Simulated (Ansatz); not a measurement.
## ZnCu2SnS4 in Ansatz: the effect of Hubbard term

The system is ZnCu2SnS4.

```xyz
8
Lattice="-2.7171 2.7171 5.4248 2.7171 -2.7171 5.4248 2.7171 2.7171 -5.4248" Properties=species:S:1:pos:R:3 pbc="T T T"
Sn    0.0000    0.0000    5.4248
Zn    2.7171    0.0000    2.7124
Cu    0.0000    2.7171    2.7124
Cu    0.0000    0.0000    0.0000
S     1.3944    1.3922    4.0338
S    -1.3922    1.3944    6.8158
S     1.3227    1.3249   -1.3910
S     4.1093    1.3227    1.3910
```

Alike in all runs:

* Program: Ansatz 0.2.0
* Task: projected density of states
* Functional: PBEsol
* Potentials or basis: Ansatz PAW
* Cutoff: 420 eV (not typed: the program's choice for these potentials)
* k mesh: 7 × 7 × 7
* Occupations: fermi-dirac, width 0.05 eV
* Spin: no spin polarisation
* Hubbard projectors: ortho-atomic (the default)
* Double counting: fll (the default)

```tsv
Hubbard term	gap on the mesh (eV)	pressure (GPa)	largest force (eV/Å)
none	0.23	-1.7	0.66
Cu d U = 1 eV	0.36	-1.6	0.58
Cu d U = 2 eV	0.48	-1.5	0.51
Cu d U = 3 eV	0.59	-1.3	0.45
Cu d U = 4 eV	0.70	-1.2	0.39
Cu d U = 5 eV	0.79	-1.0	0.34
Cu d U = 6 eV	?	?	?
Cu d U = 8 eV	1.00	-0.6	0.21
```

Task: What does the run with Hubbard term Cu d U = 6 eV give?

Result: gap on the mesh 0.87 eV; pressure -0.9 GPa; largest force 0.29 eV/Å.

Worked out: A parabola through the other rows of the gap on the mesh, of slope 0.0762 eV per eV there, gives 0.87 eV, against the run's 0.87. A straight line through the other rows of the pressure, of slope 0.141 GPa per eV, gives -0.9 GPa, against the run's -0.9. A parabola through the other rows of the largest force, of slope -0.0449 eV/Å per eV there, gives 0.29 eV/Å, against the run's 0.29.

Caveats: odd divisions of the mesh miss points on the zone boundary, where band edges often lie, so the gap on the mesh can be too wide; spin-orbit coupling is left out, which moves the levels of the heavy elements; the PAW data sets come from PBE, with cores solved anew for the run's functional, which leaves a small shift of forces and pressure; the density of states is complete only up to the lowest level of the last band computed.

A k mesh can miss the band edges.
